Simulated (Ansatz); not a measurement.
# MoS2 under changes of volume

One of the cells (17.728 Å³/atom); the others are scaled copies at fixed shape and fractional positions:

```xyz
3
Lattice="1.5800 0.9122 6.1500 -1.5800 0.9122 6.1500 0.0000 -1.8244 6.1500" Properties=species:S:1:pos:R:3 pbc="T T T"
Mo    0.0000    0.0000    0.0000
S     0.0000    0.0000    7.6936
S     0.0000    0.0000    4.6125
```

Measurements of this composition are mostly on another form, of space group No. 194.

| Item | Value |
| --- | --- |
| Program | Ansatz 0.2.0 |
| Functional | LDA |
| Potentials or basis | Ansatz PAW |
| Cutoff | 420 eV (not typed: the program's choice for these potentials) |
| k mesh | 10 × 10 × 10 |
| Occupations | fermi-dirac, width 0.05 eV |
| Spin | no spin polarisation |

```tsv
volume (Å³/atom)	energy over the lowest point (meV/atom)	pressure (GPa)	gap on the mesh (eV)	largest force (eV/Å)
16.664	19.62	8.4	0.81	1.221
17.019	?	?	?	?
17.373	0.00	0.8	0.86	0.432
17.728	1.88	-2.4	0.88	0.083
18.083	10.49	-5.3	0.89	0.324
18.437	25.14	-7.9	0.91	0.621
18.792	45.18	-10.2	0.92	0.897
```

Problem. What does the run at 17.019 Å³/atom give?

Solution. Energy over the lowest point 5.62 meV/atom; pressure 4.4 GPa; gap on the mesh 0.84 eV; largest force 0.811 eV/Å.

Worked out: A Birch-Murnaghan fit of order 3 (a polynomial in V^(-2/3)) to the other rows has its minimum at 17.46 Å³/atom with B0 = V·E''(V) = 163 GPa and B' = 4.4 at fixed shape and positions, which overstates the stiffness. It gives 5.61 meV/atom at 17.019 Å³/atom, against the run's 5.62, and -dE/dV = 4.4 GPa, against 4.4. A straight line through the other rows of the gap, of slope 0.908 eV per unit of ln V, gives 0.84 eV, against the run's 0.84.

Energies are extrapolated to zero smearing.

Caveats: the PAW data sets come from PBE, with cores solved anew for the run's functional, which leaves a small shift of forces and pressure; forces of over 1 eV/Å show positions far from the minimum, so gaps and moduli don't describe the material at rest (some runs).

A mesh can miss the band edges. Spin-orbit coupling on Mo is left out.
